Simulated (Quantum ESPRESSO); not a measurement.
# Ni under changes of volume

One of the cells (10.492 Å³/atom); the others are scaled copies at fixed shape and fractional positions:

```
Ni
1.0
     0.00000    1.73757    1.73757
     1.73757    0.00000    1.73757
     1.73757    1.73757    0.00000
Ni
1
Direct
  0.00000 0.00000 0.00000
```

- Program: Quantum ESPRESSO 7.5
- Functional: PBEsol
- Potentials or basis: PseudoDojo 0.4.1 SR PBEsol standard
- Cutoff: 1333 eV
- Density cutoff: 5333 eV
- k mesh: 13 × 13 × 13
- Occupations: fermi-dirac, width 0.05 eV
- Spin: collinear spin, ferromagnetic start
- Starting moments: [1.0] μB

| volume (Å³/atom) | energy over the lowest point (meV/atom) | pressure (GPa) |
| --- | --- | --- |
| 9.862 | 19.96 | 13.5 |
| 10.072 | ? | ? |
| 10.282 | 0.00 | 2.4 |
| 10.492 | 0.13 | -2.3 |
| 10.702 | 6.02 | -6.4 |
| 10.912 | 17.01 | -10.1 |
| 11.122 | 32.54 | -13.3 |

What does the run at 10.072 Å³/atom give?

Energy over the lowest point 6.34 meV/atom; pressure 7.6 GPa.

Worked out: A Birch-Murnaghan fit of order 3 (a polynomial in V^(-2/3)) to the other rows has its minimum at 10.38 Å³/atom with B0 = V·E''(V) = 231 GPa and B' = 4.9. It gives 6.34 meV/atom at 10.072 Å³/atom, against the run's 6.34, and -dE/dV = 7.5 GPa, against 7.6.

Energies are extrapolated to zero smearing.
